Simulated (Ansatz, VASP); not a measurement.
## CuAu: VASP beside Ansatz

Contents of INCAR:

```
SYSTEM = CuAu
  ALGO = Normal
  EDIFF = 1E-6
  EDIFFG = -0.005
  ENCUT = 600
  GGA = PS
  IBRION = 2
  ISIF = 3
  ISMEAR = 0
  LASPH = .TRUE.
  LCHARG = .FALSE.
  LREAL = .FALSE.
  LWAVE = .FALSE.
  NELM = 100
  NSW = 70
  PREC = Accurate
  SIGMA = 0.1
```

Contents of KPOINTS:

```
k-points
0
G
  14 14 12
  0 0 0
```

The input POSCAR:

```
CuAu
1.0
    2.8920326470      0.0000000000      0.0000000000
    0.0000000000      2.8920326470      0.0000000000
    0.0000000000      0.0000000000      3.5876026256
Cu Au
1 1
Direct
    0.5000000000      0.5000000000      0.5000000000
    0.0000000000      0.0000000000      0.0000000000
```

Input for Ansatz:

```yaml
crystal:
  lattice:
    - [2.892032647, 0.0, 0.0]
    - [0.0, 2.892032647, 0.0]
    - [0.0, 0.0, 3.5876026256]
  atoms:
    - { symbol: Cu, position: [0.5, 0.5, 0.5] }
    - { symbol: Au, position: [0.0, 0.0, 0.0] }
basis:
  ecutwfc: 420
kpoints:
  mp_grid: { grid: [14, 14, 12] }
hamiltonian:
  xc: pbesol
scf:
  occupations: { method: gaussian, width: 0.1 }
output:
  forces: true
  stress: true
  eigenvalues: true
relax:
  adjacent_minimum: "off"
  f_tol: 0.005
  max_steps: 50
  cell: { stress_tol: 0.05 }
```

Alike in both runs: task relaxation of cell and atoms; functional PBEsol; k mesh 14 × 14 × 12; occupations gaussian, width 0.1 eV; no spin polarisation.

```csv
,VASP,Ansatz
version,VASP 6.6.1,Ansatz 0.2.0
potentials or method,"VASP PAW PBE potentials, release 64 (Cu, Au)","scalar-relativistic, plane waves, PAW"
plane-wave cutoff (eV),600,420
valence electrons in the cell,22,38
```

Ansatz gave:

* gap on the k mesh at the Fermi level, each at its own relaxed structure (eV): none
* relaxed volume (Å³/atom): 14.21
* relaxed cell length with the largest relative difference (Å): 3.539
* energy change over the relaxation (meV/atom): -21

Task: What did VASP give for the same quantities?

Result: gap on the k mesh at the Fermi level, each at its own relaxed structure (eV): none; relaxed volume (Å³/atom): 14.22; relaxed cell length with the largest relative difference (Å): 3.545; energy change over the relaxation (meV/atom): -20.

A gap of «none» marks a metal or a gap that the smearing closes. The two sets of potentials don't hold the same shells in valence.

Caveats: the PAW data sets were made with another functional, which shifts forces and pressure a little (VASP). Spin-orbit coupling is left out, which matters for the levels of Au.
